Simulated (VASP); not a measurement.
# CdSe (F-43m) in VASP: settings compared

Aim: see how the results for CdSe move with the level of theory and the settings. Levels: PBEsol, r2SCAN. Tasks: single point.

Everything below comes from runs of VASP 6.6.1. Logs are shortened: lines on timing, memory, paths and dates and some standing lists are left out, and cuts for length are marked.

## (1) The structure

It takes space group F-43m (No. 216, cubic). The conventional cell has a = 6.093 Å, b = 6.093 Å, c = 6.093 Å, α = 90.00°, β = 90.00°, γ = 90.00°. Cd (site symmetry -43m) is surrounded by 4 Se at 2.64 Å. Se (site symmetry -43m) is surrounded by 4 Cd at 2.64 Å.

Measurements of this composition are mostly on another form, of space group No. 186.

## (2) Single point, PBEsol

Contents of INCAR:

```
SYSTEM = CdSe
ALGO = Normal
EDIFF = 1E-6
ENCUT = 900
GGA = PS
ISIF = 2
ISMEAR = 0
LASPH = .TRUE.
LCHARG = .FALSE.
LREAL = .FALSE.
LWAVE = .FALSE.
NBANDS = 16
NELM = 60
PREC = Accurate
SIGMA = 0.02
```

Contents of KPOINTS:

```
k-points
0
G
  10 10 10
  0 0 0
```

Contents of POSCAR:

```
CdSe
1.0
    0.0000000000      3.0463900000      3.0463900000
    3.0463900000      0.0000000000      3.0463900000
    3.0463900000      3.0463900000      0.0000000000
Cd Se
1 1
Direct
    0.0000000000      0.0000000000      0.0000000000
    0.2500000000      0.2500000000      0.2500000000
```

Potentials or basis: VASP PAW PBE potentials, release 64 (Cd, Se).

On the command line:

```console
cat potpaw_PBE.64/Cd/POTCAR potpaw_PBE.64/Se/POTCAR > POTCAR
mpirun -np 1 vasp_std > vasp.out
```

OUTCAR:

```text
SYSTEM = CdSe
   EDIFF = 1E-6
   ENCUT = 900
   GGA = PS
   ISIF = 2
   ISMEAR = 0
   LASPH = .TRUE.
   LREAL = .FALSE.
   NELM = 60
   PREC = Accurate

 ion  position               nearest neighbor table
   1  0.000  0.000  0.000-   2 2.64   2 2.64   2 2.64   2 2.64
   2  0.250  0.250  0.250-   1 2.64   1 2.64   1 2.64   1 2.64

  LATTYP: Found a face centered cubic cell.
 ALAT       =     6.0927800000

  Lattice vectors:

 A1 = (   0.0000000000,   3.0463900000,   3.0463900000)
 A2 = (   3.0463900000,   0.0000000000,   3.0463900000)
 A3 = (   3.0463900000,   3.0463900000,   0.0000000000)

Analysis of symmetry for initial positions (statically):
=====================================================================
 Subroutine PRICEL returns:
 Original cell was already a primitive cell.

 Routine SETGRP: Setting up the symmetry group for a
 face centered cubic supercell.

 Subroutine GETGRP returns: Found 24 space group operations
 (whereof 24 operations were pure point group operations)
 out of a pool of 48 trial point group operations.

The static configuration has the point symmetry T_d .

Analysis of symmetry for dynamics (positions and initial velocities):
=====================================================================
 Subroutine PRICEL returns:
 Original cell was already a primitive cell.

 Routine SETGRP: Setting up the symmetry group for a
 face centered cubic supercell.

 Subroutine GETGRP returns: Found 24 space group operations
 (whereof 24 operations were pure point group operations)
 out of a pool of 48 trial point group operations.

The dynamic configuration has the point symmetry T_d .

 Subroutine INISYM returns: Found 24 space group operations
 (whereof 24 operations are pure point group operations),
 and found     1 'primitive' translations

----------------------------------------------------------------------------------------

                                     Primitive cell

  volume of cell :      56.5440

  direct lattice vectors                    reciprocal lattice vectors
     0.000000000  3.046390000  3.046390000    -0.164128690  0.164128690  0.164128690
     3.046390000  0.000000000  3.046390000     0.164128690 -0.164128690  0.164128690
     3.046390000  3.046390000  0.000000000     0.164128690  0.164128690 -0.164128690

  length of vectors
     4.308246054  4.308246054  4.308246054     0.284279230  0.284279230  0.284279230

  position of ions in fractional coordinates (direct lattice)
     0.000000000  0.000000000  0.000000000
     0.250000000  0.250000000  0.250000000

  ion indices of the primitive-cell ions
   primitive index   ion index
                 1           1
                 2           2

----------------------------------------------------------------------------------------

 KPOINTS: k-points

Automatic generation of k-mesh.
 Grid dimensions read from file:
 generate k-points for:   10   10   10

 Generating k-lattice:

  Cartesian coordinates                     Fractional coordinates (reciprocal lattice)
    -0.016412869  0.016412869  0.016412869     0.100000000  0.000000000  0.000000000
     0.016412869 -0.016412869  0.016412869     0.000000000  0.100000000  0.000000000
     0.016412869  0.016412869 -0.016412869     0.000000000  0.000000000  0.100000000

  Length of vectors
     0.028427923  0.028427923  0.028427923

  Shift w.r.t. Gamma in fractional coordinates (k-lattice)
     0.000000000  0.000000000  0.000000000

 Subroutine IBZKPT returns following result:
 ===========================================

 Found     47 irreducible k-points:

 Following reciprocal coordinates:
            Coordinates               Weight
  0.000000  0.000000  0.000000      1.000000
  0.100000  0.000000  0.000000      8.000000
  0.200000  0.000000  0.000000      8.000000
  0.300000  0.000000  0.000000      8.000000
  0.400000  0.000000  0.000000      8.000000
  0.500000  0.000000  0.000000      4.000000
[... 16 lines left out ...]
  0.300000  0.300000  0.000000      6.000000
  0.400000  0.300000  0.000000     24.000000
 [... further k-points ...]
   k-points           NKPTS =     47   k-points in BZ     NKDIM =     47   number of bands    NBANDS=     16
   number of dos      NEDOS =    301   number of ions     NIONS =      2
   total plane-waves  NPLWV =  74088
   dimension x,y,z NGX =    42 NGY =   42 NGZ =   42
   dimension x,y,z NGXF=    84 NGYF=   84 NGZF=   84
   ions per type =               1   1
   NGX,Y,Z   is equivalent  to a cutoff of  16.21, 16.21, 16.21 a.u.
   NGXF,Y,Z  is equivalent  to a cutoff of  32.41, 32.41, 32.41 a.u.
 SYSTEM =  CdSe
   PREC   = accura    normal or accurate (medium, high low for compatibility)
   ISTART =      0    job   : 0-new  1-cont  2-samecut
   ICHARG =      2    charge: 1-file 2-atom 10-const
   ISPIN  =      1    spin polarized calculation?
   LNONCOLLINEAR =      F non collinear calculations
   LSORBIT =      F    spin-orbit coupling
   LASPH  =      T    aspherical Exc in radial PAW
   ENCUT  =  900.0 eV  66.15 Ry    8.13 a.u.  10.54 10.54 10.54*2*pi/ulx,y,z
   NELM   =     60;   NELMIN=  2; NELMDL= -5     # of ELM steps
   EDIFF  = 0.1E-05   stopping-criterion for ELM
   LREAL  =      F    real-space projection
   EDIFFG = 0.1E-04   stopping-criterion for IOM
   NSW    =      0    number of steps for IOM
   IBRION =     -1    ionic relax: 0-MD 1-quasi-New 2-CG
   NFREE  =      0    steps in history (QN), initial steepest desc. (CG)
   ISIF   =      2    stress and relaxation
   ISYM   =      2    0-nonsym 1-usesym 2-fastsym
   POTIM  = 0.5000    time-step for ionic-motion
   TEBEG  =    0.0;   TEEND  =   0.0 temperature during run
   PSTRESS=    0.0 pullay stress
   NELECT =      18.0000    total number of electrons
   NUPDOWN=      -1.0000    fix difference up-down
   EMIN   =  10.00;   EMAX   =-10.00  energy-range for DOS
   EFERMI =   0.00;   METHOD = LEGACY
   ISMEAR =     0;   SIGMA  =   0.02  broadening in eV -4-tet -1-fermi 0-gaus
   EFERMI_NEDOS =   21; number of points for ismear=-14 and -15
   IALGO  =     38    algorithm
   IMIX   =      4    mixing-type and parameters
     AMIX     =   0.40;   BMIX     =  1.00
     AMIX_MAG =   1.60;   BMIX_MAG =  1.00
  volume/ion in A,a.u.               =      28.27       190.79
  Fermi-wavevector in a.u.,A,eV,Ry     =   1.117816  2.112365 17.000639  1.249512
  Thomas-Fermi vector in A             =   2.254442
   LORBIT       =      0    0 simple, 1 ext, 2 COOP (PROOUT), +10 PAW based schemes
   GGA     = PS    functional components
   LHFCALC =     F    Hartree Fock is set to
   AEXX    =    0.0000 exact exchange contribution
   IVDW    =     0    specifies the selected vdW correction
   LEPSILON=     F    determine dielectric tensor
   LRPA    =     F    only Hartree local field effects (RPA)
 non-spin polarized calculation
 Gauss-broadening in eV      SIGMA  =   0.02
  energy-cutoff  :      900.00
  volume of cell :       56.54
 maximum number of plane-waves:      3495
   NGX = 21   NGY = 21   NGZ = 21

 number of electron      18.0000000 magnetization

 Free energy of the ion-electron system (eV)
  ---------------------------------------------------
  ext. energy  EPLUGINS =         0.00000000
  ---------------------------------------------------
  free energy    TOTEN  =        -6.17851750 eV

  energy without entropy =       -6.17851750  energy(sigma->0) =       -6.17851750

 E-fermi :   0.9309     XC(G=0):  -9.0761

 val. band max:        0.7703763453   @ k =   0.0000   0.0000   0.0000
 cond. band min:       1.2434688136   @ k =   0.0000   0.0000   0.0000
 fundamental gap:      0.4730924683
 Fermi energy:         0.9308870046

 k-point     1 :       0.0000    0.0000    0.0000
  band No.  band energies     occupation
      1     -11.8248      2.00000
      2      -7.1253      2.00000
      3      -7.1253      2.00000
      4      -7.1253      2.00000
      5      -6.7495      2.00000
      6      -6.7495      2.00000
[... 8 lines left out ...]
     15      11.8238      0.00000
     16      11.8238      0.00000

 k-point     2 :       0.1000    0.0000    0.0000
  band No.  band energies     occupation
      1     -11.7896      2.00000
      2      -7.1140      2.00000
      3      -7.1140      2.00000
      4      -7.0958      2.00000
      5      -6.7502      2.00000
      6      -6.7502      2.00000
[... 8 lines left out ...]
     15      11.1814      0.00000
     16      11.1814      0.00000

 k-point     3 :       0.2000    0.0000    0.0000
  band No.  band energies     occupation
      1     -11.6967      2.00000
      2      -7.0861      2.00000
      3      -7.0861      2.00000
      4      -6.9978      2.00000
      5      -6.7499      2.00000
      6      -6.7499      2.00000
[... 8 lines left out ...]
     15      10.7332      0.00000
     16      10.9655      0.00000

 k-point     4 :       0.3000    0.0000    0.0000
  band No.  band energies     occupation
      1     -11.5804      2.00000
      2      -7.0563      2.00000
      3      -7.0563      2.00000
      4      -6.8171      2.00000
      5      -6.7434      2.00000
      6      -6.7434      2.00000
[... 8 lines left out ...]
     15      10.9943      0.00000
     16      10.9943      0.00000
[... 324 lines left out ...]
 k-point    22 :      -0.2000    0.2000    0.0000
  band No.  band energies     occupation
      1     -11.5413      2.00000
      2      -7.0389      2.00000
      3      -7.0251      2.00000
      4      -6.8160      2.00000
      5      -6.7644      2.00000
      6      -6.6919      2.00000
[... 8 lines left out ...]
     15      11.9259      0.00000
     16      13.0255      0.00000

 k-point    23 :       0.3000    0.3000    0.0000
  band No.  band energies     occupation
      1     -11.5014      2.00000
      2      -6.9629      2.00000
      3      -6.9629      2.00000
      4      -6.9350      2.00000
      5      -6.7110      2.00000
      6      -6.7105      2.00000
[... 8 lines left out ...]
     15      12.5437      0.00000
     16      14.4913      0.00000

 k-point    24 :       0.4000    0.3000    0.0000
  band No.  band energies     occupation
      1     -11.4275      2.00000
      2      -6.9588      2.00000
      3      -6.9303      2.00000
      4      -6.8852      2.00000
      5      -6.7050      2.00000
      6      -6.5910      2.00000
[... 8 lines left out ...]
     15      12.9409      0.00000
     16      14.3226      0.00000

 [... further k-points ...]
[... 5 lines left out ...]
  --------------------------------------------------------------------------------------
  -------------------------------------------------------------------------------------
  Total        0.0129670      0.0129670      0.0129670      0.0000000      0.0000000     -0.0000000
  in kB        0.3674202      0.3674202      0.3674202      0.0000000      0.0000000     -0.0000000
  external PRESSURE =       0.3674202 kB  Pullay stress =       0.0000000 kB

 VOLUME and BASIS-vectors are now :
 -----------------------------------------------------------------------------
  energy-cutoff  :      900.00
  volume of cell :       56.54
      direct lattice vectors                 reciprocal lattice vectors
     0.000000000  3.046390000  3.046390000    -0.164128690  0.164128690  0.164128690
     3.046390000  0.000000000  3.046390000     0.164128690 -0.164128690  0.164128690
     3.046390000  3.046390000  0.000000000     0.164128690  0.164128690 -0.164128690

 POSITION                                       TOTAL-FORCE (eV/Angst)
 -----------------------------------------------------------------------------------
      0.00000      0.00000      0.00000         0.000000      0.000000     -0.000000
      1.52320      1.52320      1.52320        -0.000000     -0.000000      0.000000
 -----------------------------------------------------------------------------------
    total drift:                               -0.000000     -0.000000     -0.000000

  FREE ENERGIE OF THE ION-ELECTRON SYSTEM (eV)
  ---------------------------------------------------
  free  energy   TOTEN  =        -6.1785174968 eV

  energy  without entropy=       -6.1785174968  energy(sigma->0) =       -6.17851750
```

It took 46 s on 1 thread of Intel Xeon Platinum 8559C (Emerald Rapids), shared host; peak memory 0.3 GiB.

Results:

- Free energy: -6.1785 eV
- Pressure: 0.0 GPa
- Band gap on the k mesh: 0.47 eV, direct

Levels at points of the mesh, in eV from the valence-band top:
```tsv
k point	band 6	band 7	band 8	band 9	band 10	band 11	band 12	band 13
(0.00, 0.00, 0.00)	-7.52	0.00	0.00	0.00	0.47	5.86	5.86	5.86
(0.50, 0.00, 0.00)	-7.23	-4.42	-0.75	-0.75	2.28	6.36	6.36	7.27
(0.50, 0.50, 0.00)	-7.17	-4.11	-1.86	-1.86	3.01	3.67	8.95	10.10
```

Caveat: the PAW data sets were made with another functional, which shifts forces and pressure a little. As with any semilocal functional, this PBEsol gap is likely too small.

## (3) Single point, r2SCAN

Contents of INCAR:

```
SYSTEM = CdSe
ALGO = Normal
EDIFF = 1E-6
ENCUT = 520
ISIF = 2
ISMEAR = 0
LASPH = .TRUE.
LCHARG = .FALSE.
LMIXTAU = .TRUE.
LREAL = .FALSE.
LWAVE = .FALSE.
METAGGA = R2SCAN
NBANDS = 16
NELM = 60
PREC = Accurate
SIGMA = 0.02
```

KPOINTS is that of step 2.

POSCAR is that of step 2.

Potentials or basis: VASP PAW PBE potentials, release 64 (Cd, Se).

On the command line:

```console
cat potpaw_PBE.64/Cd/POTCAR potpaw_PBE.64/Se/POTCAR > POTCAR
mpirun -np 1 vasp_std > vasp.out
```

OUTCAR:

```text
SYSTEM = CdSe
   EDIFF = 1E-6
   ENCUT = 520
   ISIF = 2
   ISMEAR = 0
   LASPH = .TRUE.
   LREAL = .FALSE.
   METAGGA = R2SCAN
   NELM = 60
   PREC = Accurate

 ion  position               nearest neighbor table
   1  0.000  0.000  0.000-   2 2.64   2 2.64   2 2.64   2 2.64
   2  0.250  0.250  0.250-   1 2.64   1 2.64   1 2.64   1 2.64

  LATTYP: Found a face centered cubic cell.
 ALAT       =     6.0927800000

  Lattice vectors:

 A1 = (   0.0000000000,   3.0463900000,   3.0463900000)
 A2 = (   3.0463900000,   0.0000000000,   3.0463900000)
 A3 = (   3.0463900000,   3.0463900000,   0.0000000000)

Analysis of symmetry for initial positions (statically):
=====================================================================
 Subroutine PRICEL returns:
 Original cell was already a primitive cell.

 Routine SETGRP: Setting up the symmetry group for a
 face centered cubic supercell.

 Subroutine GETGRP returns: Found 24 space group operations
 (whereof 24 operations were pure point group operations)
 out of a pool of 48 trial point group operations.

The static configuration has the point symmetry T_d .

[... 155 lines left out ...]
  ext. energy  EPLUGINS =         0.00000000
  ---------------------------------------------------
  free energy    TOTEN  =       -35.91045440 eV

  energy without entropy =      -35.91045440  energy(sigma->0) =      -35.91045440

 E-fermi :   0.6812     XC(G=0):  -9.4035

 val. band max:        0.6021243272   @ k =   0.0000   0.0000   0.0000
 cond. band min:       1.6770801553   @ k =   0.0000   0.0000   0.0000
 fundamental gap:      1.0749558281
 Fermi energy:         0.6811843103

 k-point     1 :       0.0000    0.0000    0.0000
  band No.  band energies     occupation
      1     -12.3887      2.00000
      2      -7.5465      2.00000
      3      -7.5465      2.00000
      4      -7.5465      2.00000
      5      -7.1499      2.00000
      6      -7.1499      2.00000
[... 433 lines left out ...]
      3      -7.3439      2.00000
      4      -7.2867      2.00000
      5      -7.1047      2.00000
      6      -6.9797      2.00000
[... 8 lines left out ...]
     15      13.4266      0.00000
     16      14.9242      0.00000

 [... further k-points ...]
[... 5 lines left out ...]
  --------------------------------------------------------------------------------------
  -------------------------------------------------------------------------------------
  Total        0.4751148      0.4751148      0.4751148      0.0000000      0.0000000      0.0000000
  in kB       13.4624056     13.4624056     13.4624056      0.0000000      0.0000000      0.0000000
  external PRESSURE =      13.4624056 kB  Pullay stress =       0.0000000 kB

 VOLUME and BASIS-vectors are now :
 -----------------------------------------------------------------------------
  energy-cutoff  :      520.00
  volume of cell :       56.54
      direct lattice vectors                 reciprocal lattice vectors
     0.000000000  3.046390000  3.046390000    -0.164128690  0.164128690  0.164128690
     3.046390000  0.000000000  3.046390000     0.164128690 -0.164128690  0.164128690
     3.046390000  3.046390000  0.000000000     0.164128690  0.164128690 -0.164128690

 POSITION                                       TOTAL-FORCE (eV/Angst)
 -----------------------------------------------------------------------------------
      0.00000      0.00000      0.00000        -0.000000     -0.000000     -0.000000
      1.52320      1.52320      1.52320         0.000000      0.000000      0.000000
 -----------------------------------------------------------------------------------
    total drift:                               -0.000002     -0.000002     -0.000002

  FREE ENERGIE OF THE ION-ELECTRON SYSTEM (eV)
  ---------------------------------------------------
  free  energy   TOTEN  =       -35.9104543974 eV

  energy  without entropy=      -35.9104543974  energy(sigma->0) =      -35.91045440
```

stdout:

```text
POSCAR found type information on POSCAR CdSe
 POSCAR found :  2 types and       2 ions
 scaLAPACK will be used
 -----------------------------------------------------------------------------
|                                                                             |
|                                                                             |
|     You enforced a specific xc type in the INCAR file but a different       |
|     I HOPE YOU KNOW WHAT YOU ARE DOING!                                     |
|                                                                             |
 -----------------------------------------------------------------------------

 LDA part: xc-table for (None), standard interpolation
 POSCAR, INCAR and KPOINTS ok, starting setup
 FFT: planning ... GRIDC
 FFT: planning ... GRID_SOFT
 FFT: planning ... GRID
 WAVECAR not read
 entering main loop
```

Run time: 79 s. Hardware: 1 thread of Intel Xeon Platinum 8559C (Emerald Rapids), shared host; peak memory 0.2 GiB.

What came out:

```
Free energy            : -35.9105 eV
Pressure               : 1.3 GPa
Band gap on the k mesh : 1.08 eV, direct
```

Levels at points of the mesh, in eV from the valence-band top:
| k point | band 6 | band 7 | band 8 | band 9 | band 10 | band 11 | band 12 | band 13 |
| --- | --- | --- | --- | --- | --- | --- | --- | --- |
| (0.00, 0.00, 0.00) | -7.75 | 0.00 | 0.00 | 0.00 | 1.08 | 6.47 | 6.47 | 6.47 |
| (0.50, 0.00, 0.00) | -7.45 | -4.40 | -0.75 | -0.75 | 2.86 | 6.93 | 6.93 | 7.81 |
| (0.50, 0.50, 0.00) | -7.38 | -4.06 | -1.87 | -1.87 | 3.47 | 4.15 | 9.67 | 10.93 |

Caveat: the PAW data sets were made with another functional, which shifts forces and pressure a little.
